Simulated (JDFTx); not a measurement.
Input of a JDFTx 1.7.0 (patched build) run:

The input CdS.in:

```
include CdS.lattice
coords-type Lattice
include CdS.ionpos

ion-species pseudo/Cd.upf
ion-species pseudo/S.upf
elec-cutoff 51 408
elec-ex-corr gga-x-b88 gga-c-lyp
kpoint-folding 8 8 8
elec-smearing Fermi 0.0018374661
elec-n-bands 19
electronic-SCF nIterations 100 energyDiffThreshold 1e-09
electronic-minimize nIterations 30 energyDiffThreshold 1e-7
converge-empty-states yes
forces-output-coords Cartesian

dump-name run.$VAR
dump End Ecomponents EigStats BandEigs Kpoints Forces Stress ElecDensity Dtot KEdensity
```

Contents of CdS.lattice:

```
lattice \
    0.0000000000     5.5113862425     5.5113862425 \
    5.5113862425     0.0000000000     5.5113862425 \
    5.5113862425     5.5113862425     0.0000000000
```

Contents of CdS.ionpos:

```
ion Cd     0.0000000000     0.0000000000     0.0000000000 1
ion S      0.7500000000     0.7500000000     0.7500000000 1
```

Potentials or basis: PseudoDojo-SR-PBE-0.5-standard with smoothed tails.

Launch:

```console
$ jdftx -c 1 -i CdS.in -o CdS.out
```

Problem. Estimate the band gap on the k mesh.

Solution. 1.10 eV, direct.

Problem. What does it give for the pressure?

Solution. 6.3 GPa.

Problem. Estimate the Loewdin charges.

Solution. Cd +1.26; S -1.07 e.

Caveat: the empty levels aren't tightly converged; the potentials were made for another functional, which shifts forces and pressure.
